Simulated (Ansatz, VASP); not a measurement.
## Pt: VASP beside Ansatz

```xyz
1
Lattice="0.0000 1.9609 1.9609 1.9609 0.0000 1.9609 1.9609 1.9609 0.0000" Properties=species:S:1:pos:R:3 pbc="T T T"
Pt    0.0000    0.0000    0.0000
```

Alike in both runs: task single point; functional PBE; k mesh 12 × 12 × 12; occupations gaussian, width 0.016 eV; no spin polarisation.

|  | VASP | Ansatz |
| --- | --- | --- |
| version | VASP 6.6.1 | Ansatz 0.2.0 |
| potentials or method | VASP PAW PBE potentials, release 64 (Pt) | Ansatz PAW |
| plane-wave cutoff (eV) | 520 | 420 |
| valence electrons in the cell | 10 | 18 |

Ansatz gave:

| Property | Result |
| --- | --- |
| gap on the k mesh at the Fermi level (eV) | none |
| pressure (GPa) | 10.2 |

Task: Which values does VASP return?

Result: gap on the k mesh at the Fermi level (eV): none; pressure (GPa): 9.7.

A gap of «none» marks a metal or a gap that the smearing closes. The functional is the same, so the differences come from potentials, cutoffs and numerics. The two sets of potentials don't hold the same shells in valence.

The runs have no spin-orbit coupling, so splittings on Pt are missing.
